**Q:** I have eight calculations of AlN in its cubic zincblende form. The atoms sit in the same places each time, and the force on every atom is zero. Where should I look for a failure?

**A:** Look at the pressure, because the forces cannot show it. Each atom sits at the centre of a regular tetrahedron of neighbours, so the pulls on it cancel by symmetry, whatever the size of the cell. The pressure has no such protection. It tells whether the crystal, as that calculation describes it, would like to be larger or smaller.

Plane-wave DFT calculations with ABINIT 10.8.3 for zincblende AlN at a fixed cubic edge of 4.368 Å, without spin polarisation, spin-orbit coupling or a dispersion correction. All runs use a 10 × 10 × 10 k-point mesh and Fermi-Dirac smearing of 0.05 eV. Pressure is positive in compression.

| functional | potentials | wave cutoff | pressure (GPa) |
| --- | --- | --- | --- |
| LDA | PseudoDojo-NC-SR-LDA-v0.4.1-standard | 1142.88 eV | -4.820 |
| PBE | SG15-NC-PBE-v1.2 | 1142.88 eV | 4.210 |
| PBEsol | PseudoDojo-NC-SR-PBEsol-v0.4.1-standard | 1142.88 eV | 1.220 |
| BLYP | PseudoDojo-NC-SR-PBE-v0.4.1-standard | 1142.88 eV | 9.460 |
| r2SCAN | JTH-PAW-LDA-v2.0 | 816.342 eV | 1.350 |
| HCTH407 | PseudoDojo-NC-SR-PBE-v0.4.1-standard | 1142.88 eV | 1.200 |
| LDA-Teter | PseudoDojo-NC-SR-LDA-v0.4.1-standard | 1142.88 eV | -4.700 |
| rPW86PBE | PseudoDojo-NC-SR-PBE-v0.4.1-standard | 1142.88 eV | 9.280 |

The functional is the approximate formula for the exchange and correlation energy of the electrons. The potentials stand in for the inner electrons, and the wave cutoff sets how fine a detail the electron waves can have. A positive pressure means that the crystal pushes outward against the cell in which it is held.

**Q:** So I am reading the functional's opinion of the cell, not a pressure that somebody applied?

**A:** Yes. Think of a steel spring clamped between fixed jaws. The force on the jaws tells you whether the spring wants to be longer or shorter, and if you know its stiffness, also by how much. The comparison holds for small changes of length only, and each functional gives the crystal a slightly different stiffness.

For a cubic crystal, the relative change of volume on release is about $P/B$, where $P$ is the pressure and $B$ the bulk modulus, which measures the resistance to compression. The edge changes by a third of that, $P/(3B)$. For AlN I take $B$ as roughly 200 GPa, a recalled value, for every functional. BLYP then wants an edge longer by $9.46/(3\times 200)$, or 1.6 %, while LDA wants one shorter by 0.8 %.

**Q:** Which of them is wrong? I see no measured edge to compare with.

**A:** You can say something even without one. The edges preferred by LDA and BLYP lie 2.4 % apart, and the true edge is a single number. Wherever it lies, one of the two must miss it by at least half that distance, about 1.2 %. For volume and density the disagreement is three times as large, about 7 %.

To say which side errs, we need experience from outside this table. LDA is well known for making solids too small, and BLYP for making them too large. The order of the pressures agrees with both habits: those of the two LDA rows are the lowest, and that of BLYP is the highest. The signs depend on the chosen cell as well, and in this one only the LDA rows are negative. Those two rows are different parametrisations of one approximation, and they differ by a mere 0.12 GPa, so the low pressure belongs to the approximation and not to one particular formula for it.

**Q:** Why should LDA pull the crystal together?

**A:** LDA treats each small region as if it belonged to a uniform electron gas of the same density. It never asks how steeply the density changes. In a real crystal the density falls sharply as one moves away from an atom, and there the true exchange energy is lower than LDA says. A generalised gradient approximation, or GGA, adds this missing part.

The steepness that counts is the reduced gradient $s$, which is proportional to $|\nabla n|/n^{4/3}$, where $n$ is the electron density. Consider the outer tail of an atom, where the density decays exponentially. The ratio $|\nabla n|/n$ is constant there, so $s$ grows as $n^{-1/3}$. Each time the density drops by a factor of eight, $s$ doubles, and thin tails are therefore regions of large $s$.

**Q:** That explains a correction to the energy. How does it become a pressure?

**A:** Pressure is the rate at which the energy falls when the volume grows, $P=-\mathrm{d}E/\mathrm{d}V$. A correction of the same size at every volume would therefore leave the pressure alone. What matters is how the correction changes as the atoms move apart.

When two atoms approach, their tails overlap. The densities add up, and the slopes, which point in opposite directions, partly cancel. Both effects reduce $s$ between the atoms, so the gradient correction lowers the energy of the crystal by less. Pulling the atoms apart restores the full lowering, and the correction therefore acts as an outward push.

LDA lacks this push and so prefers too small a cell. A GGA whose correction grows strongly with $s$ pushes harder than one whose correction grows gently. This is a theoretical argument, since the table gives the total pressure and not its separate parts. It leaves out the gradient part of the correlation energy, which in PBE and PBEsol is expected to offset some of the push. It also assumes that the atoms largely keep their own shape as the crystal expands; if the whole density were merely stretched, $s$ would not change at all.

**Q:** Can you put a number on how strongly a functional responds to the gradient?

**A:** The exchange energy of a GGA is that of LDA with each region multiplied by an enhancement factor $F(s)$. For LDA this factor is 1 everywhere. I take its excess at $s=1$ as a representative measure and suppose that the pressure rises in proportion:

$$P \approx P_{\mathrm{LDA}} + k\,[F(1)-1].$$

Here $P_{\mathrm{LDA}}$ is the pressure in the LDA row and $k$ is one constant for all functionals. The excess is roughly 0.11 for PBEsol and 0.17 for PBE. I set $k$ from LDA and PBEsol alone. Their pressures differ by 6.04 GPa, so $k=6.04/0.11$, or about 55 GPa.

For PBE, which had no part in setting $k$, the estimate is $-4.82+55\times 0.17$, or about 4.5 GPa. The calculation gave 4.21 GPa. The agreement is good, but it should not be pressed. The excesses are rounded, which alone can move the estimate by more than half a GPa. Besides, PBE was run with a different family of potentials, which treats more of the aluminium electrons explicitly, and the effect of that change on the pressure was not tested.

**Q:** Does the estimate hold for the functionals with the largest pressures?

**A:** Less well. For rPW86PBE the excess is about 0.22, and the estimate is 7.3 GPa against a computed 9.28 GPa. The direction is right and the size is too small. A single value of $s$ cannot represent a whole crystal. Besides, rPW86PBE and BLYP were both run with potentials made for PBE, and the effect of this mismatch on the pressure was not tested. The table cannot say how much of the shortfall comes from each source.

BLYP is the clear failure of this simple picture. Its excess at $s=1$ is about 0.18, close to that of PBE, so the estimate is only 5.1 GPa, little more than half of the computed 9.46 GPa. Measured in this way, the exchange part does not explain such a strong push.

A likely reason is the other half of the functional. The correlation formula in BLYP, called LYP, was built with atoms in view and gives too little correlation energy for a uniform electron gas. This shortfall is expected to grow as the gas becomes denser. With LYP the correlation energy would then fall too little when the crystal is compressed, and so the crystal would push outward more strongly. To test this, one would combine the same exchange with PBE correlation, and that calculation is not in the table.

**Q:** Could I judge a functional simply by how its correction starts at small gradients?

**A:** The table speaks against that shortcut. At small $s$ the exchange factors of PBEsol and rPW86 rise almost equally, with a coefficient of about 0.12 in front of $s^2$. If that start decided the matter, their pressures would be nearly the same. In fact they are 1.22 and 9.28 GPa.

The two factors part company at moderate gradients, where that of rPW86 climbs much faster. Gradients of that size are expected in much of the region between the atoms, so it makes sense that the pressure responds. The comparison is not perfectly clean, because the potentials and the correlation part differ as well. With its scale set by the same two rows, LDA and PBEsol, the shortcut also happens to come within 0.7 GPa for BLYP, where my own estimate fails, so neither single number describes every functional.

**Q:** HCTH407 is also a GGA, yet its pressure is small. Does that undo the argument?

**A:** It shows that the label GGA does not fix the answer. HCTH407 and BLYP were run with the same potentials and the same cutoff, yet their pressures differ by 8.3 GPa. That difference comes from the functional within this setup.

The formula above does not apply to HCTH407. Its coefficients were fitted to molecular data, and its exchange factor does not start from 1 at zero gradient, so LDA is no longer its natural starting point. Its correlation part was fitted too. The table cannot tell which of the two brings the pressure down.

The band gap, which the same runs also gave, would not have warned you either. Between BLYP and HCTH407 it changes by only 0.09 eV, although one wants a clearly larger cell than the other. Agreement in one property does not guarantee agreement in another.

**Q:** Then may I trust the three functionals near 1 GPa: PBEsol, HCTH407 and r2SCAN?

**A:** You may say that this cell suits them better than it suits the others. You should not rank them, because their pressures lie within 0.15 GPa of one another and their setups differ. The r2SCAN calculation used potential data made for LDA and a lower cutoff, and it reported very low densities that had to be raised to a set minimum. The effect of these choices on its pressure is unknown.

A pressure near zero is not proof of a correct functional either. A real crystal vibrates even at the lowest temperature, and this vibration pushes outward by something of the order of 1 GPa in a stiff crystal of light atoms. The calculations leave it out. Even an exact functional would therefore show a small inward pull in a cell of the measured size.

**Q:** I work with AlN layers under strain. What does this change for me?

**A:** Strain must be counted from the cell that the chosen functional itself prefers. If you hold BLYP at the edge used here, the crystal is already compressed by about 1.6 % of its length before you apply anything. With LDA it is already stretched by 0.8 %. A misfit strain of about one per cent could be hidden or doubled by such an offset. These percentages are for the cubic form. Most AlN layers are wurtzite, where two edges and an internal position have to relax, but the rule is the same.

So let the cell relax with each functional first, and then apply the strain relative to that result. If you must keep a common cell, report the residual pressure with it. For another GGA with correlation of the PBE type, the exchange factor gives a first guess: if its excess at $s=1$ lies between those of PBEsol and PBE, expect a pressure between theirs in this cell.
